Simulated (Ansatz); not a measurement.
Charge transition levels of the P on the Al site in AlP, term by term

Theory: Ansatz 0.2.0, DFT PBE, scalar-relativistic, plane waves, PAW. Settings: 420 eV cutoff, 2×2×2 k-mesh, shifted by half a step, Gaussian smearing of 0.01 eV, collinear spin in charge +1 alone.

Host crystal, relaxed:

```
Al P
1.0
     0.00000    2.75367    2.75367
     2.75367    0.00000    2.75367
     2.75367    2.75367    0.00000
Al P
1 1
Direct
  0.00000 0.00000 0.00000
  0.75000 0.75000 0.75000
```

The P on the Al site was set at (0.000, 0.000, 0.000) of the host cell, in a supercell of 32 sites (668 Å³), relaxed at fixed cell in each charge q. The host's Kohn–Sham gap is 1.63 eV and its static dielectric constant 10.4 (mean). For each charge: the supercell's free energy over the neutral one with q electrons exchanged at the valence band top, F(q) − F(0) + qE_v; the image-charge term; and the term that aligns the potential far from the defect with the host's.

```tsv
q	F(q) − F(0) + qE_v (eV)	image charge (eV)	alignment (eV)
+2	-2.714	0.916	-0.066
+1	-1.365	0.229	0.028
0	0.000	0.000	0.000
```

Task: Add the terms and find the levels between neighbouring charges, ε(q/q′) = [A(q′) − A(q)]/(q − q′), with and without the two corrections.

Result: A(q): -1.864 eV for +2, -1.107 eV for +1, 0.000 eV for 0.
| level | corrected (eV over E_v) | uncorrected (eV) |
| --- | --- | --- |
| (+2/+1) | 0.76 | 1.35 |
| (+1/0) | 1.11 | 1.36 |

As a check, a point charge in a simple cubic cell of this volume has q²αe²/(2εL) = 0.225 q² eV (e² = 14.40 eV Å, α = 2.837, L = 8.74 Å); the shape of the real cell can change it somewhat. The term grows as q², so it pushes donor levels down and acceptor levels up. The program doubts the alignment for q = +2, +1, so levels beside it are uncertain by about that term.

Task: Which of these charges is lowest with the Fermi level at the valence band top, at mid-gap and at the conduction band bottom?

Result: The line A(q) + qE_F that lies lowest gives the charge: +2 at E_F = 0.00 eV, +1 at E_F = 0.82 eV, 0 at E_F = 1.63 eV. In charge +1 the cell has partly filled levels, from a carrier spread over the host's bands, a defect level that the small cell broadens into a band, or a degenerate defect level that the symmetric start can't split, so the levels beside it are doubtful. Charges beyond those computed could lie lower near the band edges.

Task: The neutral defect forms at 3.00 eV with atoms taken from and returned to the elements. What are the formation energies at those three Fermi levels, and what share of sites would hold the defect at 1200 K with E_F at mid-gap, if the host still stood at that temperature?

Result: E_f = E_f(0) + A(q) + qE_F = 1.14, 2.71, 3.00 eV. In the dilute limit the share is exp(−E_f/k_BT) = exp(−2.712/0.1034) = 4.1×10⁻¹², leaving out degeneracy and vibrational entropy. Both elements stand at their elemental potentials, a limit that the host or competing compounds often put out of reach. The small cell and the narrow Kohn–Sham gap leave errors of tenths of an eV or more, which change the share by orders of magnitude.